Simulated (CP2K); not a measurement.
Runs of CP2K 2026.2 on Si2Ni. The structure is cubic, space group Fm-3m (No. 225). Conventional cell: a = 5.406 Å, b = 5.406 Å, c = 5.406 Å, α = 90.00°, β = 90.00°, γ = 90.00°. Ni (site symmetry m-3m) is surrounded by 8 Si at 2.34 Å. Around Si (site symmetry -43m) lie 4 Ni at 2.34 Å. 

| task | level | potentials or basis | fixed moment (μB) | cell | k mesh | EPS_DEFAULT | NGRIDS | pressure (GPa) | moment (μB) |
| --- | --- | --- | --- | --- | --- | --- | --- | --- | --- |
| single point | PBE | GTH_POTENTIALS Ni GTH-PBE-q18; POTENTIAL_UZH Si GTH-PBE-q4; DZVP-MOLOPT-SR-GTH, DZVP-MOLOPT-PBE-GTH basis | 0.0 | as given | 7 × 7 × 7 | 1.0E-9 | 5 | (a) | 0.00 |
| single point | PBE | GTH_POTENTIALS Ni GTH-PBE-q18; POTENTIAL_UZH Si GTH-PBE-q4; DZVP-MOLOPT-SR-GTH, DZVP-MOLOPT-PBE-GTH basis | 1.0 | as given | 7 × 7 × 7 | 1.0E-9 | 5 | 15.3 | 2.00 |
| single point | PBEsol | GTH_POTENTIALS Ni GTH-PBE-q18; POTENTIAL_UZH Si GTH-PBE-q4; TZVP-MOLOPT-SR-GTH, TZVP-MOLOPT-PBE-GTH basis | - | as given | 9 × 9 × 9 | 1.0E-10 | 5 | 0.4 | 0.00 |
| single point | PBEsol | GTH_POTENTIALS Ni GTH-PBE-q18; POTENTIAL_UZH Si GTH-PBE-q4; TZVP-MOLOPT-SR-GTH, TZVP-MOLOPT-PBE-GTH basis | - | atoms moved at random, drawn with an rms of 0.05 Å | 9 × 9 × 9 | 1.0E-10 | 4 | 0.6 | 0.00 |

Alike in all rows: spin collinear, ferromagnetic start; smearing fermi-dirac 0.05 eV.

Q: Fill in the values left out.

A: (a) 3.0.

Caveats: the basis of atomic orbitals isn't converged, which shifts pressures, moduli and gaps; the total moment is fixed, so each spin has its own Fermi level; the potentials were made for another functional, which shifts forces and pressure (some runs).
